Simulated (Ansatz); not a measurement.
# Point defect: S interstitial in ZnS

Computed with Ansatz, DFT PBE, scalar-relativistic, plane waves, PAW. Settings: 420 eV cutoff, 2×2×2 k-mesh, Gaussian smearing of 0.01 eV, collinear spin in charge -1 alone.

Host crystal, relaxed:

```
CELL_PARAMETERS angstrom
3.84616 0.00000 0.00000
-1.92308 3.33087 0.00000
0.00000 0.00000 12.58869
ATOMIC_POSITIONS crystal
Zn 0.66667 0.33333 0.75004
Zn 0.33333 0.66667 0.25004
Zn 0.00000 0.00000 0.50009
Zn 0.00000 0.00000 0.00009
S 0.66667 0.33333 0.93761
S 0.33333 0.66667 0.43761
S 0.00000 0.00000 0.68726
S 0.00000 0.00000 0.18726
```

Supercell of 32 atoms, rows in host cell vectors: 2 0 0; -2 -2 0; 0 0 -1. Atoms relax at the host's cell from a start displaced at random by 0.06 Å near the defect, so other minima may exist. The cell is small, so energies carry finite-size errors of tenths of an eV. The host's Kohn–Sham gap is 2.05 eV.

Starting moments were lost in some runs.

Defect: S interstitial, charge 0.

Command:

```bash
ansatz run input.yaml --threads 4 --pin off --max-ram 10240MiB --backend cpu --events-out ev --progress --plain --runs-dir out
```

The input:

```yaml
crystal:
  lattice:
    - [7.6923103689, -1.0e-10, 0.0]
    - [-3.8461551845, -6.6617361932, 0.0]
    - [0.0, 0.0, -12.5886853856]
  atoms:
    - { symbol: Zn, position: [0.1666666667, 0.3333333333, 0.2499616457] }
    - { symbol: Zn, position: [0.6666666667, 0.3333333333, 0.2499616457] }
    - { symbol: Zn, position: [0.1666666667, 0.8333333333, 0.2499616457] }
    - { symbol: Zn, position: [0.655156589, 0.8292988614, 0.2443991788] }
    - { symbol: Zn, position: [0.8333333333, 0.1666666667, 0.7499616457] }
    - { symbol: Zn, position: [0.3333333333, 0.1666666667, 0.7499616457] }
    - { symbol: Zn, position: [0.8333333333, 0.6666666667, 0.7499616457] }
    - { symbol: Zn, position: [0.3333333333, 0.6666666667, 0.7499616457] }
    - { symbol: Zn, position: [0.4947325921, 0.4969904194, 0.4960791602] }
    - { symbol: Zn, position: [0.0, 0.5, 0.4999144925] }
    - { symbol: Zn, position: [0.5, 1.0, 0.4999144925] }
    - { symbol: Zn, position: [0.0111573504, 1.0111777401, 0.5003934742] }
    - { symbol: Zn, position: [0.5, 0.0, 0.9999144925] }
    - { symbol: Zn, position: [0.0, 0.0, 0.9999144925] }
    - { symbol: Zn, position: [0.5, 0.5, 0.9999144925] }
    - { symbol: Zn, position: [0.0, 0.5, 0.9999144925] }
    - { symbol: S, position: [0.1666666667, 0.3333333333, 0.0623885064] }
    - { symbol: S, position: [0.6666666667, 0.3333333333, 0.0623885064] }
    - { symbol: S, position: [0.1666666667, 0.8333333333, 0.0623885064] }
    - { symbol: S, position: [0.6666666667, 0.8333333333, 0.0623885064] }
    - { symbol: S, position: [0.8333333333, 0.1666666667, 0.5623885064] }
    - { symbol: S, position: [0.3333333333, 0.1666666667, 0.5623885064] }
    - { symbol: S, position: [0.8386683956, 0.674844376, 0.5563671872] }
    - { symbol: S, position: [0.3333333333, 0.6666666667, 0.5623885064] }
    - { symbol: S, position: [0.4908068471, 0.4933603605, 0.3237407174] }
    - { symbol: S, position: [0.0020294408, 0.4992831558, 0.3159125253] }
    - { symbol: S, position: [0.5, 1.0, 0.3127363553] }
    - { symbol: S, position: [0.0078974268, 1.0020662108, 0.3062579266] }
    - { symbol: S, position: [0.5, 0.0, 0.8127363553] }
    - { symbol: S, position: [0.0, 0.0, 0.8127363553] }
    - { symbol: S, position: [0.5, 0.5, 0.8127363553] }
    - { symbol: S, position: [0.0, 0.5, 0.8127363553] }
    - { symbol: S, position: [0.80742596, 0.6870031911, 0.3856039337] }
  host:
    lattice:
      - [3.8461551845, 0.0, 0.0]
      - [-1.9230775922, 3.3308680967, 0.0]
      - [0.0, 0.0, 12.5886853856]
    atoms:
      - { symbol: Zn, position: [0.6666666667, 0.3333333333, 0.7500383543] }
      - { symbol: Zn, position: [0.3333333333, 0.6666666667, 0.2500383543] }
      - { symbol: Zn, position: [0.0, 0.0, 0.5000855075] }
      - { symbol: Zn, position: [0.0, 0.0, 8.55075e-05] }
      - { symbol: S, position: [0.6666666667, 0.3333333333, 0.9376114936] }
      - { symbol: S, position: [0.3333333333, 0.6666666667, 0.4376114936] }
      - { symbol: S, position: [0.0, 0.0, 0.6872636447] }
      - { symbol: S, position: [0.0, 0.0, 0.1872636447] }
basis:
  ecutwfc: 420
  xc_grid: 2
kpoints:
  mp_grid: { grid: [2, 2, 2], shift: [0.0, 0.0, 0.0] }
hamiltonian:
  xc: pbe
scf:
  occupations: { method: gaussian, width: 0.01 }
output:
  forces: true
  stress: false
  eigenvalues: true
  charged_corrections:
    defect_position: [0.8125, 0.6875, 0.38461538]
    epsilon: [[9.1888, 0.0, 0.0], [0.0, 9.1888, 0.0], [0.0, 0.0, 9.4861]]
  write_density: true
  write_potential: true
  elf: true
  volumetric_format: npy
relax:
  adjacent_minimum: "off"
  f_tol: 0.025
  max_steps: 45
```

From the output:

```
Warning: RAYON_NUM_THREADS=4 ignored (pool sized by the plan → 4); use --threads N
Crystal: 33 atoms, lattice volume = 645.096 Å³
Basis set: ecut = 420 eV, 12517 PW (Γ), exchange–correlation on 108×108×180 points (8 copies of the dense FFT grid, shifted against one another)
Bands: 180, of which v1, the nominal top of the filled ones, is band 147 counted from 1 (146 counted from 0)
Symmetry: 1 space group operations
Space group: P1 (ITA 1), of the structure as read, at distance tolerance 8.6e-5 Å
k-points: 8
relax step   1: F+E_penalty+E_count = -68458.58047136 eV  Δ(F+E_penalty+E_count) = +0.000e0 eV  max|allowed force component| = 3.553e0 eV/Å  Δτ_max = 0.0000 Å
relax step   2: F+E_penalty+E_count = -68460.06827395 eV  Δ(F+E_penalty+E_count) = -1.488e0 eV  max|allowed force component| = 2.653e0 eV/Å  Δτ_max = 0.1776 Å
relax step   3: F+E_penalty+E_count = -68461.05590658 eV  Δ(F+E_penalty+E_count) = -9.876e-1 eV  max|allowed force component| = 8.938e-1 eV/Å  Δτ_max = 0.1920 Å
relax step   4: F+E_penalty+E_count = -68461.44699257 eV  Δ(F+E_penalty+E_count) = -3.911e-1 eV  max|allowed force component| = 7.114e-1 eV/Å  Δτ_max = 0.2000 Å
relax step   5: F+E_penalty+E_count = -68461.77456036 eV  Δ(F+E_penalty+E_count) = -3.276e-1 eV  max|allowed force component| = 1.037e0 eV/Å  Δτ_max = 0.1956 Å
relax step   6: F+E_penalty+E_count = -68461.92722571 eV  Δ(F+E_penalty+E_count) = -1.527e-1 eV  max|allowed force component| = 9.313e-1 eV/Å  Δτ_max = 0.1972 Å
relax step   7: F+E_penalty+E_count = -68462.07693054 eV  Δ(F+E_penalty+E_count) = -1.497e-1 eV  max|allowed force component| = 7.390e-1 eV/Å  Δτ_max = 0.1172 Å
relax step   8: F+E_penalty+E_count = -68462.33275073 eV  Δ(F+E_penalty+E_count) = -2.558e-1 eV  max|allowed force component| = 8.200e-1 eV/Å  Δτ_max = 0.1982 Å
relax step   9: F+E_penalty+E_count = -68462.53233528 eV  Δ(F+E_penalty+E_count) = -1.996e-1 eV  max|allowed force component| = 2.545e-1 eV/Å  Δτ_max = 0.2000 Å
relax step  10: F+E_penalty+E_count = -68462.63665230 eV  Δ(F+E_penalty+E_count) = -1.043e-1 eV  max|allowed force component| = 1.740e-1 eV/Å  Δτ_max = 0.2000 Å
relax step  11: F+E_penalty+E_count = -68462.67160966 eV  Δ(F+E_penalty+E_count) = -3.496e-2 eV  max|allowed force component| = 1.982e-1 eV/Å  Δτ_max = 0.2000 Å
relax step  12: F+E_penalty+E_count = -68462.66841876 eV  Δ(F+E_penalty+E_count) = +3.191e-3 eV  max|allowed force component| = 3.120e-1 eV/Å  Δτ_max = 0.0791 Å
relax step  13: F+E_penalty+E_count = -68462.68030078 eV  Δ(F+E_penalty+E_count) = -8.691e-3 eV  max|allowed force component| = 1.965e-2 eV/Å  Δτ_max = 0.0396 Å
SCF converged after 8 iterations
Free energy (F): -68462.680301 eV
E sigma→0 (E₀):  -68462.680301 eV
Fermi energy:    7.296697 eV
```

The relaxation gained 4.10 eV in 13 steps. The run took 5 min on 4 threads of Arm Neoverse V2, on a shared host, peak memory 2.9 GiB.